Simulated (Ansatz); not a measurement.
Input, command and steps of an Ansatz relaxation.

```yaml
crystal:
  lattice:
    - [3.7779463734, 0.0, 0.0]
    - [-1.8889731867, 3.2717975335, 0.0]
    - [0.0, 0.0, 6.2503820309]
  atoms:
    - { symbol: Si, position: [0.6666666667, 0.3333333333, 0.8742794327] }
    - { symbol: Si, position: [0.3333333333, 0.6666666667, 0.3742794327] }
    - { symbol: Ge, position: [0.6666666667, 0.3333333333, 0.5007195673] }
    - { symbol: Ge, position: [0.3333333333, 0.6666666667, 0.0007195673] }
basis:
  ecutwfc: 420
kpoints:
  mp_grid: { grid: [12, 12, 6] }
hamiltonian:
  xc: pbesol
scf:
  occupations: { method: gaussian, width: 0.02 }
output:
  forces: true
  stress: true
  eigenvalues: true
relax:
  adjacent_minimum: "off"
  f_tol: 0.01
  max_steps: 30
  cell: { stress_tol: 0.1, fix: [volume] }
```

```bash
ansatz run input.yaml --threads 1 --pin off --max-ram 2560MiB --backend cpu --events-out ev --progress --plain --runs-dir out
```

Computed with Ansatz, DFT PBEsol, scalar-relativistic, plane waves, PAW.

The volume is held at 0.91 times that of the relaxed cell.

Of 3 frames 3 are shown, positions in Å and forces in eV/Å; the SCF threshold varies from step to step. Steps run on the plane waves of an earlier cell, with a Pulay correction in the pressure. The basis is chosen afresh for the last frame, the zero of the energies, and at times for earlier ones too; energy and pressure step there, also at an unchanged geometry.

```xyz
4
Lattice="3.7779 0.0000 0.0000 -1.8890 3.2718 0.0000 0.0000 0.0000 6.2504" Properties=species:S:1:pos:R:3:forces:R:3 pbc="T T T" step=1 free_energy_over_end_meV_per_atom=0.01 pressure_GPa=9.43
Si    1.8890    1.0906    5.4646    0.0000    0.0000   -0.0179
Si    0.0000    2.1812    2.3394    0.0000    0.0000   -0.0179
Ge    1.8890    1.0906    3.1297    0.0000    0.0000    0.0179
Ge    0.0000    2.1812    0.0045    0.0000    0.0000    0.0179
4
Lattice="3.7766 0.0000 0.0000 -1.8883 3.2706 0.0000 0.0000 0.0000 6.2549" Properties=species:S:1:pos:R:3:forces:R:3 pbc="T T T" step=2 free_energy_over_end_meV_per_atom=0.00 pressure_GPa=9.42
Si    1.8883    1.0902    5.4674    0.0000    0.0000   -0.0015
Si    0.0000    2.1804    2.3400    0.0000    0.0000   -0.0015
Ge    1.8883    1.0902    3.1331    0.0000    0.0000    0.0015
Ge    0.0000    2.1804    0.0056    0.0000    0.0000    0.0015
4
Lattice="3.7766 0.0000 0.0000 -1.8883 3.2706 0.0000 0.0000 0.0000 6.2549" Properties=species:S:1:pos:R:3:forces:R:3 pbc="T T T" step=3 free_energy_over_end_meV_per_atom=0.00 pressure_GPa=9.42
Si    1.8883    1.0902    5.4674    0.0000    0.0000   -0.0015
Si    0.0000    2.1804    2.3400    0.0000    0.0000   -0.0015
Ge    1.8883    1.0902    3.1331    0.0000    0.0000    0.0015
Ge    0.0000    2.1804    0.0056    0.0000    0.0000    0.0015
```

Time: 39 s on 1 thread of Arm Neoverse V1 (shared host), peak memory 0.39 GiB.